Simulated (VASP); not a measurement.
A run of VASP 6.6.1:

The input INCAR:

```
SYSTEM = SnO2
ALGO     = Normal         ! electronic algorithm
EDIFF    = 1E-6           ! SCF threshold, eV
EDIFFG   = -0.05          ! ionic threshold
ENCUT    = 600            ! plane-wave cutoff, eV
GGA      = PE             ! functional
IBRION   = 2              ! ionic algorithm
ISIF     = 3              ! what is computed and relaxed
ISMEAR   = 0              ! smearing method
LASPH    = .True.         ! aspherical terms in the spheres
LCHARG   = .False.        ! write CHGCAR
LREAL    = .False.        ! projectors in reciprocal space
LWAVE    = .False.        ! write WAVECAR
NELM     = 100            ! most SCF steps
NSW      = 100            ! ionic steps
PREC     = Accurate       ! precision mode
SIGMA    = 0.1            ! smearing width, eV
```

The input KPOINTS:

```
k-points
0
Gamma
  4 4 6
  0 0 0
```

The input POSCAR:

```
SnO2
1.0
    4.7380000000      0.0000000000      0.0000000000
    0.0000000000      4.7380000000      0.0000000000
    0.0000000000      0.0000000000      3.1865000000
Sn O
2 4
Direct
    0.0000000000      0.0000000000      0.0000000000
    0.5000000000      0.5000000000      0.5000000000
    0.3071000000      0.3071000000      0.0000000000
    0.1929000000      0.8071000000      0.5000000000
    0.6929000000      0.6929000000      0.0000000000
    0.8071000000      0.1929000000      0.5000000000
```

Potentials or basis: VASP PAW PBE potentials, release 64 (Sn_d, O).

Launch:

```console
$ cat potpaw_PBE.64/Sn_d/POTCAR potpaw_PBE.64/O/POTCAR > POTCAR
$ mpirun -np 1 vasp_std > vasp.out
```

Hardware: 1 thread of AMD EPYC 9R45 96-Core Processor (Zen 5) (shared host).

**Question.** How long does it take, and how much memory?

**Answer.** It took 2.2 min on 1 thread of AMD EPYC 9R45 96-Core Processor (Zen 5), with other jobs on the host, peak memory 0.21 GiB. Counts: scf iterations 46, k points 24, ion steps 5.
